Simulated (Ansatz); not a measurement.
# 3-layer 2H-MoSSe (2H stacking) in a perpendicular field

Wanted: the out-of-plane response of the 3-layer 2H-MoSSe (2H stacking). A positive field points along +c.

Main program and level: Ansatz 0.2.0; plane-wave DFT, PBE-D3(BJ), Ansatz PAW.

## Step 1: Set-up

The cell holds 9 atoms: 3 Se, 3 Mo and 3 S. Its edges and angles: a = 3.250 Å, b = 3.250 Å, c = 63.579 Å, α = 90.0°, β = 90.0°, γ = 120.0°. Regions: layer 1: 2H-MoSSe, 3 atoms (1 Se, 1 Mo and 1 S); layer 2: 2H-MoSSe, 3 atoms (1 Se, 1 Mo and 1 S); layer 3: 2H-MoSSe, 3 atoms (1 Se, 1 Mo and 1 S). Vacuum lies along c.

## Step 2: Relaxing the slab

The starting cell is a guess, so the in-plane lattice and the atoms are relaxed first, with the slab cut off from its images along the normal.

input.yaml

```yaml
crystal:
  lattice:
    - [3.25, 0.0, 0.0]
    - [-1.625, 2.8145825623, 0.0]
    - [0.0, 0.0, 63.579214136]
  atoms:
    - { symbol: Se, position: [0.3333333333, 0.6666666667, 0.3719769161] }
    - { symbol: Mo, position: [0.0, 0.0, 0.4004205747] }
    - { symbol: S, position: [0.3333333333, 0.6666666667, 0.4253445367] }
    - { symbol: Se, position: [0.0, 0.0, 0.4733161897] }
    - { symbol: Mo, position: [0.3333333333, 0.6666666667, 0.5017598484] }
    - { symbol: S, position: [0.0, 0.0, 0.5266838103] }
    - { symbol: Se, position: [0.3333333333, 0.6666666667, 0.5746554633] }
    - { symbol: Mo, position: [0.0, 0.0, 0.603099122] }
    - { symbol: S, position: [0.3333333333, 0.6666666667, 0.6280230839] }
  periodic: [true, true, false]
kpoints:
  mp_grid: { grid: [12, 12, 1] }
hamiltonian:
  xc: pbe
  dispersion: d3bj
scf:
  occupations: { method: fermi_dirac, width: 0.05 }
  convergence: { dr2_threshold: 1.0e-09 }
relax:
  f_tol: 0.004
  max_steps: 90
  cell: {}
output:
  write_potential: true
  write_density: true
  volumetric_format: npy
```

Run with:

```
$ ansatz run input.yaml --threads 4 --pin off --max-ram 8192MiB --backend cpu --events-out ev --progress --plain --runs-dir out
```

The runs that follow: single point, field 0, start network; atoms held, field 0.1 V/Å; atoms held, field -0.1 V/Å; atoms held, field 0.2 V/Å; atoms held, field 0.3 V/Å; response, atoms held. Settings of the main run: cutoff 420 eV, 18×18×1 k-mesh, smearing width 0.02585 eV, 3 layers, stack 3-layer 2H-MoSSe (2H stacking), PAW set soft 2.

Q: Predict the step between the vacuum levels.

The induced dipole equals that of a perfect conductor 16.51 Å thick, while the outer atoms lie 15.66 Å apart; an out-of-plane ε follows only once a thickness t is chosen, by 1 − 1/ε = 16.51 Å / t. The two faces differ: the vacuum level above lies 2.03 eV higher than the one below. The gap goes from 0.23 eV to 0.04 eV at 0.3 V/Å.

```
gap without field                          : 0.234 eV
ionisation energy, upper face              : 5.83 eV
electron affinity, upper face              : 5.60 eV
step between the vacuum levels             : 2.03 eV
equivalent conductor thickness, atoms held : 16.5 Å
```

With the field reversed the gap is 0.36 eV at -0.1 V/Å. Semilocal functionals give gaps that are too small, and excitons are not included. Spin-orbit coupling is left out, which matters for the bands of elements this heavy.

[Logs are printed without paths, hosts, clocks, repeated set-up lines and the standing remarks that a program may print on its own settings, such as how far it seeks lower states.]

[Hosts, paths, dates, database ids (printed as entryN), source tags and the programs' standing remarks are cut or masked in the printed files.]

[Maps of the electrostatic potential energy from Ansatz leave out the sawtooth potential of an applied field or a dipole correction, so their vacuum need not be flat; planar profiles and work functions include it.]
